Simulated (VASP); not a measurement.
# W (Im-3m) in VASP: further runs

Runs on W. Level: PBE. Tasks: relaxation of cell and atoms, vibrations by finite differences.

Program: VASP 6.6.1. These are calculated values, not measurements. Logs are shortened: lines on timing, memory, paths and dates and some standing lists are left out, and cuts for length are marked.

## (1) The structure

It takes space group Im-3m (No. 229, cubic). Conventional cell: a = 3.165 Å, b = 3.165 Å, c = 3.165 Å, α = 90.00°, β = 90.00°, γ = 90.00°. W (site symmetry m-3m) is surrounded by 8 W at 2.74 Å.

## (2) Relaxation of cell and atoms, PBE

Contents of INCAR:

```
SYSTEM = W
  PREC = Accurate
  ENCUT = 520
  EDIFF = 1E-7
  ISMEAR = 0
  SIGMA = 0.1
  LREAL = .FALSE.
  LASPH = .TRUE.
  NELM = 80
  ALGO = Normal
  ISIF = 3
  LWAVE = .FALSE.
  LCHARG = .FALSE.
  GGA = PE
  IBRION = 2
  NSW = 80
  EDIFFG = -0.002
```

Contents of KPOINTS:

```
regular mesh
0
G
  4 4 4
  0 0 0
```

Contents of POSCAR:

```
W
1.0
   -1.5823450000      1.5823450000      1.5823450000
    1.5823450000     -1.5823450000      1.5823450000
    1.5823450000      1.5823450000     -1.5823450000
W
1
Direct
    0.0000000000      0.0000000000      0.0000000000
```

Potentials or basis: VASP PAW PBE potentials, release 64 (W_sv).

Launch:

```sh
$ cat potpaw_PBE.64/W_sv/POTCAR > POTCAR
$ mpirun -np 1 vasp_std > vasp.out
```

OUTCAR:

```text
SYSTEM = W
   PREC = Accurate
   ENCUT = 520
   EDIFF = 1E-7
   ISMEAR = 0
   LREAL = .FALSE.
   LASPH = .TRUE.
   NELM = 80
   ISIF = 3
   GGA = PE
   IBRION = 2
   NSW = 80
   EDIFFG = -0.002

 ion  position               nearest neighbor table
   1  0.000  0.000  0.000-

  LATTYP: Found a body centered cubic cell.
 ALAT       =     3.1646900000

  Lattice vectors:

 A1 = (  -1.5823450000,   1.5823450000,   1.5823450000)
 A2 = (   1.5823450000,  -1.5823450000,   1.5823450000)
 A3 = (   1.5823450000,   1.5823450000,  -1.5823450000)

Analysis of symmetry for initial positions (statically):
=====================================================================
 Subroutine PRICEL returns:
 Original cell was already a primitive cell.

 Routine SETGRP: Setting up the symmetry group for a
 body centered cubic supercell.

 Subroutine GETGRP returns: Found 48 space group operations
 (whereof 48 operations were pure point group operations)
 out of a pool of 48 trial point group operations.

The static configuration has the point symmetry O_h .

Analysis of symmetry for dynamics (positions and initial velocities):
=====================================================================
 Subroutine PRICEL returns:
 Original cell was already a primitive cell.

 Routine SETGRP: Setting up the symmetry group for a
 body centered cubic supercell.

 Subroutine GETGRP returns: Found 48 space group operations
 (whereof 48 operations were pure point group operations)
 out of a pool of 48 trial point group operations.

The dynamic configuration has the point symmetry O_h .

 Subroutine INISYM returns: Found 48 space group operations
 (whereof 48 operations are pure point group operations),
 and found     1 'primitive' translations

----------------------------------------------------------------------------------------

                                     Primitive cell

  volume of cell :      15.8476

  direct lattice vectors                    reciprocal lattice vectors
    -1.582345000  1.582345000  1.582345000     0.000000000  0.315986716  0.315986716
     1.582345000 -1.582345000  1.582345000     0.315986716  0.000000000  0.315986716
     1.582345000  1.582345000 -1.582345000     0.315986716  0.315986716  0.000000000

  length of vectors
     2.740701935  2.740701935  2.740701935     0.446872699  0.446872699  0.446872699

  position of ions in fractional coordinates (direct lattice)
     0.000000000  0.000000000  0.000000000

  ion indices of the primitive-cell ions
   primitive index   ion index
                 1           1

----------------------------------------------------------------------------------------

 KPOINTS: regular mesh

Automatic generation of k-mesh.
 Grid dimensions read from file:
 generate k-points for:    4    4    4

 Generating k-lattice:

  Cartesian coordinates                     Fractional coordinates (reciprocal lattice)
     0.000000000  0.078996679  0.078996679     0.250000000  0.000000000  0.000000000
     0.078996679  0.000000000  0.078996679     0.000000000  0.250000000  0.000000000
     0.078996679  0.078996679  0.000000000     0.000000000  0.000000000  0.250000000

  Length of vectors
     0.111718175  0.111718175  0.111718175

  Shift w.r.t. Gamma in fractional coordinates (k-lattice)
     0.000000000  0.000000000  0.000000000

 Subroutine IBZKPT returns following result:
 ===========================================

 Found      8 irreducible k-points:

 Following reciprocal coordinates:
            Coordinates               Weight
  0.000000  0.000000  0.000000      1.000000
  0.250000  0.000000  0.000000     12.000000
  0.500000  0.000000  0.000000      6.000000
  0.250000  0.250000  0.000000     24.000000
  0.250000  0.250000  0.250000      2.000000
 -0.250000  0.250000  0.250000      6.000000
  0.500000  0.500000  0.250000     12.000000
  0.500000  0.500000  0.500000      1.000000
   k-points           NKPTS =      8   k-points in BZ     NKDIM =      8   number of bands    NBANDS=     11
   number of dos      NEDOS =    301   number of ions     NIONS =      1
   total plane-waves  NPLWV =   8000
   dimension x,y,z NGX =    20 NGY =   20 NGZ =   20
   dimension x,y,z NGXF=    40 NGYF=   40 NGZF=   40
   ions per type =               1
   NGX,Y,Z   is equivalent  to a cutoff of  12.13, 12.13, 12.13 a.u.
   NGXF,Y,Z  is equivalent  to a cutoff of  24.26, 24.26, 24.26 a.u.
 SYSTEM =  W
   PREC   = accura    normal or accurate (medium, high low for compatibility)
   ISTART =      0    job   : 0-new  1-cont  2-samecut
   ICHARG =      2    charge: 1-file 2-atom 10-const
   ISPIN  =      1    spin polarized calculation?
   LNONCOLLINEAR =      F non collinear calculations
   LSORBIT =      F    spin-orbit coupling
   LASPH  =      T    aspherical Exc in radial PAW
   ENCUT  =  520.0 eV  38.22 Ry    6.18 a.u.   5.10  5.10  5.10*2*pi/ulx,y,z
   NELM   =     80;   NELMIN=  2; NELMDL= -5     # of ELM steps
   EDIFF  = 0.1E-06   stopping-criterion for ELM
   LREAL  =      F    real-space projection
   EDIFFG = -.2E-02   stopping-criterion for IOM
   NSW    =     80    number of steps for IOM
   IBRION =      2    ionic relax: 0-MD 1-quasi-New 2-CG
   NFREE  =      1    steps in history (QN), initial steepest desc. (CG)
   ISIF   =      3    stress and relaxation
   ISYM   =      2    0-nonsym 1-usesym 2-fastsym
   POTIM  = 0.5000    time-step for ionic-motion
   TEBEG  =    0.0;   TEEND  =   0.0 temperature during run
   PSTRESS=    0.0 pullay stress
   NELECT =      14.0000    total number of electrons
   NUPDOWN=      -1.0000    fix difference up-down
   EMIN   =  10.00;   EMAX   =-10.00  energy-range for DOS
   EFERMI =   0.00;   METHOD = LEGACY
   ISMEAR =     0;   SIGMA  =   0.10  broadening in eV -4-tet -1-fermi 0-gaus
   EFERMI_NEDOS =   21; number of points for ismear=-14 and -15
   IALGO  =     38    algorithm
   IMIX   =      4    mixing-type and parameters
     AMIX     =   0.40;   BMIX     =  1.00
     AMIX_MAG =   1.60;   BMIX_MAG =  1.00
  volume/ion in A,a.u.               =      15.85       106.94
  Fermi-wavevector in a.u.,A,eV,Ry     =   1.570832  2.968442 33.572544  2.467512
  Thomas-Fermi vector in A             =   2.672506
   LORBIT       =      0    0 simple, 1 ext, 2 COOP (PROOUT), +10 PAW based schemes
   GGA     = PE    functional components
   LHFCALC =     F    Hartree Fock is set to
   AEXX    =    0.0000 exact exchange contribution
   IVDW    =     0    specifies the selected vdW correction
   LEPSILON=     F    determine dielectric tensor
   LRPA    =     F    only Hartree local field effects (RPA)
 conjugate gradient relaxation of ions
 non-spin polarized calculation
 Gauss-broadening in eV      SIGMA  =   0.10
  energy-cutoff  :      520.00
  volume of cell :       15.85
 maximum number of plane-waves:       436
   NGX = 11   NGY = 11   NGZ = 11

--------------------------------------- Ionic step        1  -------------------------------------------

 number of electron      14.0000004 magnetization

 Free energy of the ion-electron system (eV)
  ---------------------------------------------------
  ext. energy  EPLUGINS =         0.00000000
  ---------------------------------------------------
  free energy    TOTEN  =       -12.79362633 eV

  energy without entropy =      -12.79362557  energy(sigma->0) =      -12.79362595

------------------------ aborting loop because EDIFF is reached ----------------------------------------

  FORCE on cell =-STRESS in cart. coord.  units (eV):
  Direction    XX          YY          ZZ          XY          YZ          ZX
  --------------------------------------------------------------------------------------
  -------------------------------------------------------------------------------------
  Total        0.5117001      0.5117001      0.5117001      0.0000000      0.0000000     -0.0000000
  in kB       51.7323873     51.7323873     51.7323873      0.0000000      0.0000000     -0.0000000
  external PRESSURE =      51.7323873 kB  Pullay stress =       0.0000000 kB

 VOLUME and BASIS-vectors are now :
 -----------------------------------------------------------------------------
  energy-cutoff  :      520.00
  volume of cell :       15.85
      direct lattice vectors                 reciprocal lattice vectors
    -1.582345000  1.582345000  1.582345000     0.000000000  0.315986716  0.315986716
     1.582345000 -1.582345000  1.582345000     0.315986716  0.000000000  0.315986716
     1.582345000  1.582345000 -1.582345000     0.315986716  0.315986716  0.000000000
[... 71 lines left out ...]
 POSITION                                       TOTAL-FORCE (eV/Angst)
 -----------------------------------------------------------------------------------
      0.00000      0.00000     -0.00000         0.000000      0.000000      0.000000
 -----------------------------------------------------------------------------------
    total drift:                                0.000000     -0.000000      0.000000

  FREE ENERGIE OF THE ION-ELECTRON SYSTEM (eV)
  ---------------------------------------------------
  free  energy   TOTEN  =       -12.7977831546 eV

  energy  without entropy=      -12.7977819342  energy(sigma->0) =      -12.79778254

--------------------------------------- Ionic step        4  -------------------------------------------

 number of electron      14.0000001 magnetization

 Free energy of the ion-electron system (eV)
  ---------------------------------------------------
  ext. energy  EPLUGINS =         0.00000000
  ---------------------------------------------------
  free energy    TOTEN  =       -12.79778549 eV

  energy without entropy =      -12.79778428  energy(sigma->0) =      -12.79778488

 E-fermi :  11.0623     XC(G=0): -13.5275

 val. band max:       10.7497383740   @ k =  -0.2500   0.2500   0.2500
 cond. band min:      11.3748679786   @ k =   0.5000   0.5000   0.2500
 fundamental gap:      0.6251296046
 Fermi energy:        11.0623023626

 k-point     1 :       0.0000    0.0000    0.0000
  band No.  band energies     occupation
      1     -62.8450      2.00000
      2     -26.4451      2.00000
      3     -26.4451      2.00000
      4     -26.4451      2.00000
      5       1.6595      2.00000
      6      10.0816      2.00000
      7      10.0816      2.00000
      8      10.0816      2.00000
      9      13.4958      0.00000
     10      13.4958      0.00000
     11      25.6742      0.00000

 k-point     2 :       0.2500    0.0000    0.0000
  band No.  band energies     occupation
      1     -62.7824      2.00000
      2     -27.0838      2.00000
      3     -26.6491      2.00000
      4     -26.4483      2.00000
      5       4.0516      2.00000
      6       8.7859      2.00000
      7       9.4333      2.00000
      8      12.7932      0.00000
      9      12.8851      0.00000
     10      13.6829      0.00000
     11      25.8748      0.00000
[... 104 lines left out ...]
 POSITION                                       TOTAL-FORCE (eV/Angst)
 -----------------------------------------------------------------------------------
      0.00000      0.00000     -0.00000         0.000000     -0.000000      0.000000
 -----------------------------------------------------------------------------------
    total drift:                                0.000000      0.000000      0.000000

  FREE ENERGIE OF THE ION-ELECTRON SYSTEM (eV)
  ---------------------------------------------------
  free  energy   TOTEN  =       -12.7977854856 eV

  energy  without entropy=      -12.7977842763  energy(sigma->0) =      -12.79778488

 reached required accuracy - stopping structural energy minimisation
```

It took 9.9 s on 1 thread of Intel Xeon Platinum 8488C (Sapphire Rapids), shared host; peak memory 0.13 GiB.

What came out:

* Free energy: -12.7978 eV
* Relaxed volume: 16.11 Å³/atom
* Relaxed cell: a = 2.756 Å, b = 2.756 Å, c = 2.756 Å, α = 109.47°, β = 109.47°, γ = 109.47°
* Space group after relaxing (to 0.05 Å): Im-3m (No. 229)
* Energy gained by relaxing: 4.2 meV/atom
* Ionic steps: 4
* Pressure after relaxing: 0.0 GPa
* Band gap on the k mesh: none (metal or under the smearing width)

Step by step:
| step | energy change (eV) | largest force (eV/Å) | pressure (GPa) | volume (Å³) |
| --- | --- | --- | --- | --- |
| 1 | 0.0000 | 0.0000 | 5.17 | 15.85 |
| 2 | 0.0430 | 0.0000 | -15.22 | 17.05 |
| 3 | -0.0042 | 0.0000 | -0.10 | 16.12 |
| 4 | -0.0042 | 0.0000 | -0.01 | 16.11 |

Final structure:
```
CELL_PARAMETERS angstrom
-1.59104 1.59104 1.59104
1.59104 -1.59104 1.59104
1.59104 1.59104 -1.59104
ATOMIC_POSITIONS crystal
W 0.00000 0.00000 0.00000
```

Caveat: the k mesh is coarse (spacing up to 0.70 Å⁻¹), so the values aren't converged.

(Part 1 of 2 ends here.)
